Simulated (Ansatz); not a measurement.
**V_O in Al2O3 (R-3c): convergence with the plane-wave cutoff**

Aim: the (+1/0) level of V_O in Al2O3 (R-3c) as a function of the plane-wave cutoff, with the cost of each choice. The model is a cell of 80 host atoms with 1 O taken out; the atoms are relaxed once and then held.

Calculated with Ansatz 0.2.0; plane-wave PAW DFT; relaxations with PBEsol, then single points with PBEsol, on supercells at fixed charge in a uniform background.

## Step 1: The structure

The cell holds 79 atoms: 32 Al and 47 O. Cell: a = 10.278 Å, b = 10.278 Å, c = 10.278 Å, α = 55.3°, β = 55.3°, γ = 55.3°. It derives from Al2O3 (space group R-3c). Nearest the centre at fractional (0.625, 0.278, 0.472): Al41 at 1.86 Å, Al2 at 1.86 Å, Al53 at 1.97 Å, Al52 at 1.97 Å, O79 at 2.53 Å, O16 at 2.53 Å, O18 at 2.62 Å, O57 at 2.62 Å. The cell carries charge +1.

Structure file:

```xyz
79
Lattice="4.7733 2.7559 8.6752 -4.7733 2.7559 8.6752 0.0000 -5.5117 8.6752" Properties=species:S:1:pos:R:3 pbc="T T T"
Al    0.0000    0.0000    8.4318
Al    0.0000    0.0000   11.0875
Al    0.0000    0.0000    1.9254
Al    0.0000    0.0000    4.5810
O     0.9268   -1.3779    5.4220
O     1.6567    0.1137    7.5908
O    -1.6567   -0.1137    5.4220
O     0.7299    1.4916    5.4220
O    -0.7299   -1.4916    7.5908
O    -0.9268    1.3779    7.5908
Al    0.0000   -2.7559   12.7694
Al    0.0000   -2.7559   15.4251
Al    0.0000   -2.7559    6.2630
Al    0.0000   -2.7559    8.9187
O     0.9268   -4.1338    9.7597
O     1.6567   -2.6422   11.9285
O    -1.6567   -2.8695    9.7597
O     0.7299   -1.2643    9.7597
O    -0.7299   -4.2475   11.9285
O    -0.9268   -1.3779   11.9285
Al   -2.3867    1.3779   12.7694
Al   -2.3867    1.3779   15.4251
Al   -2.3867    1.3779    6.2630
Al   -2.3867    1.3779    8.9187
O    -1.4599    0.0000    9.7597
O    -0.7299    1.4916   11.9285
O    -4.0434    1.2643    9.7597
O    -1.6567    2.8695    9.7597
O    -3.1166   -0.1137   11.9285
O    -3.3134    2.7559   11.9285
Al   -2.3867   -1.3779   17.1071
Al   -2.3867   -1.3779   19.7627
Al   -2.3867   -1.3779   10.6006
Al   -2.3867   -1.3779   13.2563
O    -1.4599   -2.7559   14.0973
O    -0.7299   -1.2643   16.2661
O    -4.0434   -1.4916   14.0973
O    -1.6567    0.1137   14.0973
O    -3.1166   -2.8695   16.2661
O    -3.3134    0.0000   16.2661
Al    2.3867    1.3779   12.7694
Al    2.3867    1.3779   15.4251
Al    2.3867    1.3779    6.2630
Al    2.3867    1.3779    8.9187
O     3.3134    0.0000    9.7597
O     4.0434    1.4916   11.9285
O     0.7299    1.2643    9.7597
O     3.1166    2.8695    9.7597
O     1.4599    2.7559   11.9285
Al    2.3867   -1.3779   17.1071
Al    2.3867   -1.3779   19.7627
Al    2.3867   -1.3779   10.6006
Al    2.3867   -1.3779   13.2563
O     3.3134   -2.7559   14.0973
O     4.0434   -1.2643   16.2661
O     0.7299   -1.4916   14.0973
O     3.1166    0.1137   14.0973
O     1.6567   -2.8695   16.2661
O     1.4599    0.0000   16.2661
Al    0.0000    2.7559   17.1071
Al    0.0000    2.7559   19.7627
Al    0.0000    2.7559   10.6006
Al    0.0000    2.7559   13.2563
O     0.9268    1.3779   14.0973
O     1.6567    2.8695   16.2661
O    -1.6567    2.6422   14.0973
O     0.7299    4.2475   14.0973
O    -0.7299    1.2643   16.2661
O    -0.9268    4.1338   16.2661
Al    0.0000    0.0000   21.4447
Al    0.0000    0.0000   24.1004
Al    0.0000    0.0000   14.9383
Al    0.0000    0.0000   17.5939
O     0.9268   -1.3779   18.4349
O     1.6567    0.1137   20.6037
O    -1.6567   -0.1137   18.4349
O     0.7299    1.4916   18.4349
O    -0.7299   -1.4916   20.6037
O    -0.9268    1.3779   20.6037
```

The host's dielectric constants go in as inputs: (3.29, 3.29, 3.26) for the electrons alone, (9.66, 9.66, 11.75) with the ions, computed on the host (DFPT, PBEsol).

The cell's shortest repeat is 9.5 Å.

## Step 2: Relaxing both charge states, PBEsol

The study needs fixed structures, so each charge is relaxed once, at one point at (¼, ¼, ¼), from small random displacements that break the symmetry of the site.

Contents of qp1_M1.relax/input.yaml:

```yaml
crystal:
  lattice:
    - [2.38665266, 1.37793456, 4.33762253]
    - [-2.38665266, 1.37793456, 4.33762253]
    - [0.0, -2.75586912, 4.33762253]
  atoms:
    - { symbol: Al, position: [0.647953, 0.647953, 0.647953] }
    - { symbol: Al, position: [0.852047, 0.852047, 0.852047] }
    - { symbol: Al, position: [0.147953, 0.147953, 0.147953] }
    - { symbol: Al, position: [0.352047, 0.352047, 0.352047] }
    - { symbol: O, position: [0.444168, 0.055832, 0.75] }
    - { symbol: O, position: [0.944168, 0.25, 0.555832] }
    - { symbol: O, position: [0.055832, 0.75, 0.444168] }
    - { symbol: O, position: [0.75, 0.444168, 0.055832] }
    - { symbol: O, position: [0.25, 0.555832, 0.944168] }
    - { symbol: O, position: [0.555832, 0.944168, 0.25] }
  supercell: [2, 2, 2]
  defects: [{ vacancy: 48 }]
total_charge: 1
basis:
  ecutwfc: 420
  xc_grid: 2
hamiltonian:
  xc: pbesol
  pseudopotentials: { kind: paw, azcp: { folder: soft_1 }, xc_functional: pbe }
kpoints:
  mp_grid: { grid: [1, 1, 1], shift: [0.25, 0.25, 0.25] }
magnetization:
  spin_polarized: true
  initial_magnetization: 1
  spin_locking: { lock_magnetization: hard }
scf:
  occupations: { method: fixed }
  max_iter: 60
output:
  forces: true
  charged_corrections:
    epsilon: [3.29, 3.29, 3.26]
    static_epsilon: [9.66, 9.66, 11.75]
    defect_position: [0.625, 0.277916, 0.472084]
relax:
  f_tol: 0.015
  max_steps: 60
  random_displacement: { amplitude: 0.04, seed: 8002 }
checkpoint:
  write: "../qp1_M1.relax.run"
  compress: false
  write_wavefunctions: true
  write_every: 100000
```

The run is started by

```sh
$ ansatz run input.yaml --threads 32 --pin off --max-ram 84787MiB --backend cuda --events-out ev --progress --plain --runs-dir out --max-vram 78GiB
```

Numbers of over 12 decimals in the logs are rounded to 6 here.

Log:

```text
[... repeated set-up lines and file paths are left out, and long positions are rounded to six places ...]
Engine: ansatz 0.2.0, aarch64-unknown-linux-gnu
Pseudopotentials: kind: paw
Pseudopotential: Al, paw, valence charge 3, recommended cutoff 420 eV (normal), soft_1/Al.paw.azcp
Pseudopotential: O, paw, valence charge 6, recommended cutoff 420 eV (normal), soft_1/O.paw.azcp
Functional definition: PBEsol
  exchange = pbesol_x
  correlation = pbesol_c
[...]
Crystal: 79 atoms, lattice volume = 684.717 Å³
Basis set: ecut = 420 eV, 13355 PW (Γ), exchange–correlation on 144×144×144 points (8 copies of the dense FFT grid, shifted against one another)
Bands: 268, of which v1, the nominal top of the filled ones, is band 189 counted from 1 (188 counted from 0)
Symmetry: 1 space group operations
k-points: 1
Non-local potential: Al, projectors of the file, l = 0: 2, l = 1: 2, l = 2: 1
Non-local potential: O, projectors of the file, l = 0: 2, l = 1: 2, l = 2: 1
PAW form: soft (Blöchl's): semilocal exchange-correlation on the pseudo side does not see the compensation charge
PAW frozen core: Al, regenerated for the run's functional, and the local potential with it (the file was generated under x = pbe(κ = 0.804, μ = 0.219515), c = pbe(β = 0.066725))
PAW frozen core: O, regenerated for the run's functional, and the local potential with it (the file was generated under x = pbe(κ = 0.804, μ = 0.219515), c = pbe(β = 0.066725))
PAW one-centre angular grid: Al, 110 points (default); XC on 64 Gauss nodes
PAW one-centre angular grid: O, 110 points (default); XC on 64 Gauss nodes
Initial density: superposition of atomic densities (chi_scale 0.1, normalization cell, long waves kept (reshape's long-wave potential 0.19 eV rms))
Starting moments: Σ|m| = 1 μB on 79 of 79 sites
Initial wavefunctions: pseudopotential atomic-orbital guess
[...]
Functional: x = pbesol(κ = 0.804, μ = 0.123457), c = pbesol(β = 0.046)
SCF iter   1: F=—  HF=-43302.322938 eV  |Δ(HF+E_count)|=         —  Δρ=6.17e-2 (↑6.06e-2 ↓6.17e-2)  dr2=9.79e1  dr2_m=8.65e-2  M=1.000 μB ∫|m|=1.015 μB  Hψ=1612
preconditioner: auto → Resta (q_TF=auto, 2.470 Å⁻¹)  ε∞=3.3  [insulator: Δε(μ)=3.537 eV  Ē_g=18.223 eV  n_scr=174 (ndim 8)  ℏωp=27.6 eV  f_vac=0.000  ε∞_Penn≈3.3]
spin=Collinear: Resta preconditioning applied to the charge; magnetization (m = ρ↑ − ρ↓) channel mixes plain (no charge-response kernel on spin).
SCF iter   2: F=—  HF=-43280.986907 eV  |Δ(HF+E_count)|=    2.13e1  Δρ=2.94e-2 (↑2.87e-2 ↓2.94e-2)  dr2=2.36e1  dr2_m=4.46e-2  M=1.000 μB ∫|m|=1.014 μB  Hψ=916
[...]
SCF iter   9: F=-43274.362259 eV  HF=-43274.362259 eV  |Δ(HF+E_count)|=   2.42e-6  Δρ=4.43e-6 (↑4.43e-6 ↓4.14e-6)  dr2=3.26e-7  dr2_m=2.64e-9  M=1.000 μB ∫|m|=1.032 μB  Hψ=1676
SCF 1 converged in 9 iterations: F = -43274.362259 eV  dr2 = 3.26e-7
[...]
relax step   1: F+E_penalty+E_count = -43274.36225875 eV  Δ(F+E_penalty+E_count) = +0.000e0 eV  max|allowed force component| = 1.765e0 eV/Å  Δτ_max = 0.0000 Å  (9 SCF iters, dr2 threshold 5.63e-6 eV, accepted)
[...]
relax step   2: F+E_penalty+E_count = -43275.58156078 eV  Δ(F+E_penalty+E_count) = -1.219e0 eV  max|allowed force component| = 8.878e-1 eV/Å  Δτ_max = 0.0676 Å  (5 SCF iters, dr2 threshold 1.00e-4 eV, accepted)
[...]
relax step   4: F+E_penalty+E_count = -43276.09445339 eV  Δ(F+E_penalty+E_count) = -1.278e-3 eV  max|allowed force component| = 4.358e-3 eV/Å  Δτ_max = 0.0047 Å  (5 SCF iters, accepted)
[...]
NSCF: frozen V_eff on 1 k-points
[...]
SCF converged after 5 iterations
Magnetization: 1.0000 μB (189.0000 up, 188.0000 down)
Absolute magnetization: 1.0323 μB (∫|ρ↑−ρ↓|, with the PAW one-centre terms)
Spin contamination: 0.0020 ħ² per cell (⟨S²⟩ above its minimum at these occupations)
Per-site moments (μB) at R_I (Å): [(0.000187778, 0.761864), (0.019267, 0.760068), (0.000189759, 0.765755), [... 6 left out ...]
Free energy (F): -43276.094453 eV
Harris-Foulkes:  -43276.094453 eV  (|F-HF|=4.87e-8)
Internal energy: -43276.094453 eV  (E = F + TS)
E sigma→0 (E₀):  -43276.094453 eV
Fermi energy:    9.807304 (↑ 9.807304, ↓ 7.324193) eV
--- Per-component energies (eV) ---
  E_band       = 404.749018
  E_kinetic    = 8901.537728
  E_local      = -15799.251607  (includes V_loc(G=0)·N_el)
  E_nonlocal   = 2771.365785
  E_hartree    = 6008.876426
  E_xc         = -4596.831449
  E_vxc        = -5307.461168  (∫ρ·V_xc dr)
  E_paw        = -22019.212352  (= ΣΔE_a)
  E_vpaw       = -2179.222081  (= ΣTr[D̂ρ^β])
  E_aug_tail   = 0.037212  (compensation charges beyond the density's cutoff)
  E_ewald      = -18544.887178
  E_core_change = 2.270982  (= ΣΔE_core)
  E_smearing   = -0.000000  (= −TS)
  E_closure    = 0.000000  (closes the sum)
  E_deformation_potential = 18.414363  (in the stress; not in F)
  Σ components = -43276.094453   (vs F -43276.094453, Δ=0.00e0)
--- Forces (eV/Å), atoms counted from 1 ---
  atom   1  Al     0.00059172     0.00097864     0.00250713
  atom   2  Al     0.00095015     0.00277845     0.00007288
  [... 4 atoms left out ...]
  [... 73 more lines of this table ...]
  max |Σ_I F_I| component: 3.19e-5 eV/Å
--- Charged-cell corrections in eV (Makov–Payne, q = +1.000 e, ε = [9.660, 9.660, 11.750]) ---
  F (periodic)     = -43276.094453  (uncorrected; the corrections below are reported, never added to it)
  E_corr1          = +0.228800  (monopole, q²α_M/2ε̄L, of the cell on which ε is isotropic)
  F Makov-Payne    = -43275.865654  (F + E_corr1; no measured alignment; for a localised charge, not one spread in a band: unchecked)
  no potential alignment in this run, which stands beside a crystal: run the host's input off ansatz write-host-input, and read the two finished runs by ansatz place-levels (neither reads a slab, a wire or a sheet, whose cell leaves a vacuum)
--- Band table (eV) ---
  k-point 0 ↑: bands = ["-11.6306", "-11.1216", "-10.7235", "-10.6741", "-10.6397", "-10.6242", "-10.5931", "-10.5550", "-10.4276", [... rest cut ...]
  k-point 0 ↓: bands = ["-11.6229", "-11.1134", "-10.7145", "-10.6610", "-10.6353", "-10.6201", "-10.5855", "-10.5438", "-10.4219", [... rest cut ...]
--- Relaxed structure (4 steps of the walk, 4 accepted, 0 SCFs on fresh bases) ---
  F+E_penalty+E_count = -43276.09445339 eV   max|allowed force component| = 4.358e-3 eV/Å
  atoms:
    - { symbol: Al, position: [0.322372, 0.323081, 0.323017] }
    - { symbol: Al, position: [0.414092, 0.433800, 0.422812] }
    [... 4 atoms left out ...]
  [... 73 more lines of this table ...]
```

Elapsed: 3.5 s, on 1 × NVIDIA GB200 with 32 threads of Arm Neoverse V2, shared host; peak memory 1.4 GiB.

Relaxation path:

```tsv
step	energy less that of the first step (eV)	largest force component (eV/Å)
1	0.0000	1.7648
2	-1.2193	0.8878
3	-1.7309	0.0500
4	-1.7322	0.0044
```

The atoms that moved most (Å, from the sites as typed, ahead of the random displacement, the mean shift of all atoms taken out):

```tsv
atom	dx	dy	dz	length
Al2	-0.091	0.010	-0.063	0.111
Al41	0.037	0.083	0.063	0.111
Al52	0.030	-0.071	-0.067	0.102
Al53	0.046	-0.062	0.067	0.102
O16	0.004	0.062	-0.008	0.062
O79	-0.055	0.028	0.007	0.062
O56	0.019	0.028	-0.036	0.050
O45	-0.034	-0.002	0.036	0.050
```

Neighbours of the ideal centre at the end:

```tsv
atom	distance (Å)
Al41	1.967
Al2	1.974
Al53	2.076
Al52	2.077
O79	2.466
O16	2.470
O57	2.596
O18	2.601
```

```tsv
charge	moment set (μB)	steps	largest displacement (Å)	time
0	0	5	0.10	3.5 s
+1	1	4	0.11	3.5 s
```

The relaxation ends 22 meV an atom lower than the displaced start, with a largest force component of 0.0044 eV/Å.

## Step 3: First setting: 250 eV

Total energies converge slowly with the cutoff, but a level is a difference between cells with the same atoms, so much of the error should cancel. The host is run again at each cutoff.

Contents of qp1_M1.e250/input.yaml:

```yaml
crystal:
  checkpoint: "../qp1_M1.relax.run"
  host: checkpoint
total_charge: 1
basis:
  ecutwfc: 250
  xc_grid: 2
hamiltonian:
  xc: pbesol
  pseudopotentials: { kind: paw, azcp: { folder: soft_1 }, xc_functional: pbe }
kpoints:
  mp_grid: { grid: [1, 1, 1], shift: [0.25, 0.25, 0.25] }
magnetization:
  spin_polarized: true
  initial_magnetization: 1
  spin_locking: { lock_magnetization: hard }
scf:
  occupations: { method: fixed }
  max_iter: 60
output:
  forces: true
  charged_corrections:
    epsilon: [3.29, 3.29, 3.26]
    static_epsilon: [9.66, 9.66, 11.75]
    defect_position: [0.625, 0.277916, 0.472084]
  eigenvalues: true
checkpoint:
  write: "../qp1_M1.e250.run"
  compress: false
  write_wavefunctions: false
  write_every: 100000
```

Log:

```text
[...]
Warning: basis.ecutwfc = 250 eV is below the records' recommended 420 eV, and the density's cutoff is lower with it unless basis.ecutrho_ratio is high enough to keep the records' density cutoff: compare with a run at a higher cutoff
crystal.checkpoint: the structure is that of <dir>, a `relax` run, at its step 4: its result, under pbesol at a charge of 1 e; 79 atoms read, 0 with a starting moment; no density is read with it (checkpoint.read); crystal.structure_sha256 for this input is
[...]
device memory: the entry about to start is reckoned to put 5.4 GiB on a device that reports 165.1 GiB free (of which the cap on the GPU budget leaves the run 78.0 GiB)
GPU FFT provider: cuFFT
GPU libraries: cuBLAS 13.8.1, cuFFT 12.4.0, cuSOLVER 12.3.2
GPU matrix products: emulated (plane waves: as basis.precision tells), large ones in fixed point in workspaces of 1.00 GiB
Crystal: 79 atoms, lattice volume = 684.717 Å³
Basis set: ecut = 250 eV, 6143 PW (Γ), exchange–correlation on 108×108×108 points (8 copies of the dense FFT grid, shifted against one another)
Bands: 268, of which v1, the nominal top of the filled ones, is band 189 counted from 1 (188 counted from 0)
Symmetry: 1 space group operations
[...]
k-points: 1
[...]
Starting moments: Σ|m| = 1 μB on 79 of 79 sites
[...]
GPU buffer pool allocated for 157464 grid points (all kernels)
GPU transforms: local potential and band sums: pruned to the plane-wave sphere, on 54×54×54
[...]
SCF iter   1: F=—  HF=-43231.238775 eV  |Δ(HF+E_count)|=         —  Δρ=5.15e-2 (↑5.04e-2 ↓5.15e-2)  dr2=6.91e1  dr2_m=7.56e-2  M=1.000 μB ∫|m|=1.008 μB  Hψ=1788
[...]
SCF iter  10: F=-43210.383666 eV  HF=-43210.383666 eV  |Δ(HF+E_count)|=   6.62e-8  Δρ=5.35e-7 (↑5.10e-7 ↓5.35e-7)  dr2=4.97e-9  dr2_m=3.26e-11  M=1.000 μB ∫|m|=1.030 μB  Hψ=3434
SCF 1 converged in 10 iterations: F = -43210.383666 eV  dr2 = 4.97e-9
[...]
SCF converged after 10 iterations
Stability checked in part: among states of this total moment the steps that led to this state did not find it unstable. No probe was made; neither looks for a lower state of another moment (fixed_total_moment; see scf.lower_state_search)
Magnetization: 1.0000 μB (189.0000 up, 188.0000 down)
Absolute magnetization: 1.0324 μB (∫|ρ↑−ρ↓|, with the PAW one-centre terms)
[...]
Per-site moments (μB) at R_I (Å): [(0.00024039, 0.761864), (0.018844, 0.760068), (0.000206247, 0.765755), [... 6 left out ...]
Free energy (F): -43210.383666 eV
[...]
Internal energy: -43210.383666 eV  (E = F + TS)
E sigma→0 (E₀):  -43210.383666 eV
Fermi energy:    9.806345 (↑ 9.806345, ↓ 7.354841) eV
[...]
--- Forces (eV/Å), atoms counted from 1 ---
  atom   1  Al    -0.00060159    -0.01157580     0.21065661
  atom   2  Al     0.17266690    -0.01974117    -0.01235702
  [... 4 atoms left out ...]
  [... 73 more lines of this table ...]
  max |Σ_I F_I| component: 4.00e-6 eV/Å
[...]
F Makov-Payne    = n/a  (the rows are of the electrons' constant alone; ansatz place-levels tells what screens the charge)
[...]
--- Band table (eV) ---
[...]
```

It took 1.4 s on 1 × NVIDIA GB200 with 32 threads; peak memory 1.1 GiB.

The column dr2 measures how far the density is from self-consistency, as an energy; F and HF (Harris–Foulkes) agree once it is small.

Both charges and the host at this setting go to place-levels, which corrects for the image charge and aligns the potentials.

Contents of levels.e250.yaml:

```yaml
host:
  run: host.e250.run
states: [q0.e250.run, qp1_M1.e250.run]
geometry_from:
  q0.e250.run: q0.relax.run
  qp1_M1.e250.run: qp1_M1.relax.run
  host.e250.run: host.relax.run
```

The run is started by

```sh
$ ansatz place-levels levels.e250.yaml -- --threads 32 --pin off --max-ram 84787MiB
```

Log:

```text
(+1/0) 2.636 eV above the valence edge, 3.206 eV under the conduction edge
  edges by pbesol, gap 5.842 eV; the host is sampled to repeats of 9.55 Å
  the defect's cells are sampled to repeats of 9.55 Å, like sampling
  charge +1: -43210.2902 eV with its correction of +0.093 eV, at epsilon [9.66, 9.66, 11.75], aligned at sites: -0.1353 eV, mean over 29 atomic sites at or beyond 4.77 Å from the defect at [0.6250, 0.2779, 0.4721], with +0.000000 for the charge's moments and [...]
  charge 0: +0.000 eV for its dipole among its images, +0.002 omitted
  of states[1] (qp1_M1.e250.run): how wide its charge is, is not read beside other atoms or cores, and a band state would take no correction. [...]
```

Elapsed: 0.13 s, on 32 threads.

At this setting the gap is 5.842 eV and (+1/0) lies 2.636 eV above the valence top.

## Step 4: The other settings

In the defect's inputs only the studied keys change. The next input; the others follow the same pattern (350 eV, 420 eV, 500 eV, 600 eV and 750 eV):

qp1_M1.e300/input.yaml, as its differences from qp1_M1.e250/input.yaml of step 3:

```diff
@@ -5,3 +5,3 @@
 basis:
-  ecutwfc: 250
+  ecutwfc: 300
   xc_grid: 2
@@ -27,3 +27,3 @@
 checkpoint:
-  write: "../qp1_M1.e250.run"
+  write: "../qp1_M1.e300.run"
   compress: false
```

500 eV: its level rests on band edges found in another way, so it is left out of the table.

## Step 5: Result against cost

Times of the states on 1 × NVIDIA GB200 with 32 threads of Arm Neoverse V2, shared host; the host is run again at each setting, small cells on the processor where the program's card isn't needed:

```tsv
plane-wave cutoff	gap (eV)	(+1/0) above the valence top (eV)	under the conduction bottom (eV)	level less that at 750 eV (meV)	time, both charge states	time, host and placing	peak memory of a state (GiB)
250 eV	5.842	2.636	3.206	-105	2.7 s	2 s	1.1
300 eV	5.964	2.733	3.231	-8	2.9 s	0.8 s	1.2
350 eV	6.016	2.738	3.278	-2	2.9 s	0.9 s	1.1
420 eV	6.036	2.741	3.295	0	3.8 s	1.2 s	1.2
600 eV	6.036	2.740	3.296	0	3.5 s	1.2 s	1.3
750 eV	6.036	2.741	3.296	0	3.5 s	1.6 s	1.3
```

## Step 6: What came out

```json
{
  "(plus 1/0) level, 250 eV": "2.64 eV",
  "(plus 1/0) level, 300 eV": "2.73 eV",
  "(plus 1/0) level, 350 eV": "2.74 eV",
  "(plus 1/0) level, 420 eV": "2.74 eV",
  "(plus 1/0) level, 600 eV": "2.74 eV",
  "(plus 1/0) level, 750 eV": "2.74 eV"
}
```

In words: Over the settings in the table the level spans 0.105 eV; from 350 eV on, both the level and its depth under the conduction bottom lie within 0.02 eV of the reference (750 eV, 2.74 eV). The gap is off most at 250 eV, which moves it by 0.19 eV, and the level's depth under the conduction bottom by 0.09 eV. The largest miss of the level above the valence top is 105 meV, with 250 eV. The total energy of the charged cell falls by 65.9 eV over the same range, so nearly all of the basis error cancels in the level. Cell and atoms were held and forces were not judged; the files' recommended cutoff is 420 eV. Only the charges 0 and +1 were run, each from one start, so (+1/0) need not be a change between stable states. Left out of the table: 500 eV (2.75 eV), placed on band edges found in another way than the rows above. Keep in mind: one k-point off the zone centre stands for the whole zone; PBEsol makes the gap too small and tends to spread out bound carriers.

[Logs are printed without paths, hosts, clocks, repeated set-up lines and the standing remarks that a program may print on its own settings, such as how far it seeks lower states.]

[Hosts, paths, dates, database ids (printed as entryN), source tags and the programs' standing remarks are cut or masked in the printed files.]

[Where a table of states has a column of steps, it counts the stored structures, which are thinned; the runs took as many ionic steps or more.]

[For some hosts the program warned that the k-mesh of the response run may be too coarse for force constants and the static dielectric constant; such warnings are not shown here.]
